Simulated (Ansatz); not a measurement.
Crystal: Te, diamond type, 2 atoms in the cell.

Method: Ansatz, PBE, plane waves, PAW datasets (generated soft set 1).

Cutoff 420 eV; k-mesh 13×13×13 Γ-centred; Fermi–Dirac smearing of 0.0612 eV; no spin polarisation; no spin–orbit coupling.

The fit to the energies gives V₀ = 46.400 Å³/atom (a₀ = 7.187 Å), B₀ = 26.5 GPa, B₀′ = 4.35.

(1) What pressure does the program print at V = 45.486 Å³/atom, and how far above the lowest computed point (V = 46.414 Å³/atom) does the energy lie?

## Answers

(1) 0.55 GPa and 1.55 meV/atom. All points:

| V (Å³/atom) | a (Å) | E − E(min) (meV/atom) | P (GPa) |
| --- | --- | --- | --- |
| 43.629 | 7.0408 | 15.28 | 1.87 |
| 44.558 | 7.0904 | 6.51 | 1.17 |
| 45.486 | 7.1393 | 1.55 | 0.55 |
| 46.414 | 7.1875 | 0.00 | -0.01 |
| 48.271 | 7.2821 | 5.81 | -0.96 |

The published all-electron PBE values for this crystal (mean of FLEUR and WIEN2k, k-spacing 0.06 Å⁻¹; Bosoni et al., Nat. Rev. Phys. 6, 45 (2024)) are V₀ = 46.400 Å³/atom, B₀ = 26.5 GPa, B₀′ = 4.32. This run's mesh is coarser (spacing 0.12 Å⁻¹), so part of any difference comes from k-sampling.

The stress includes the program's correction for the finite plane-wave basis.

This cubic structure is a model: it isn't the usual form of the substance at ambient conditions, and such phases are metastable or hypothetical. The k-mesh is modest, so these values aren't fully converged in k.
